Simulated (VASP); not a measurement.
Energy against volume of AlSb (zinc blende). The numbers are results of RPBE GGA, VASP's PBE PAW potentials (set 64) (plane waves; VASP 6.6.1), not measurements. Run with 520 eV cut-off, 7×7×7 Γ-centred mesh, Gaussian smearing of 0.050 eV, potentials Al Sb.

| V (Å³/atom) | E (eV/atom) |
|---|---|
| 29.118 | -3.81075 |
| 30.047 | -3.82465 |
| 30.976 | -3.82899 |
| 31.906 | -3.82524 |

### Question
Fit these four points and predict the energy of the run at 32.835 Å³/atom.

### Answer
A cubic in V^(−2/3), the third-order Birch-Murnaghan form, passes through the four points with V0 = 30.98 Å³/atom and B0 = 46 GPa, and gives -3.8147 eV/atom there. The run gave -3.8146 eV/atom, +0.0 meV/atom from the fit; all five points give B0 = 46 GPa.

The compound is AlSb in the zinc blende structure. It was relaxed first, which changed the volume by +7 %.
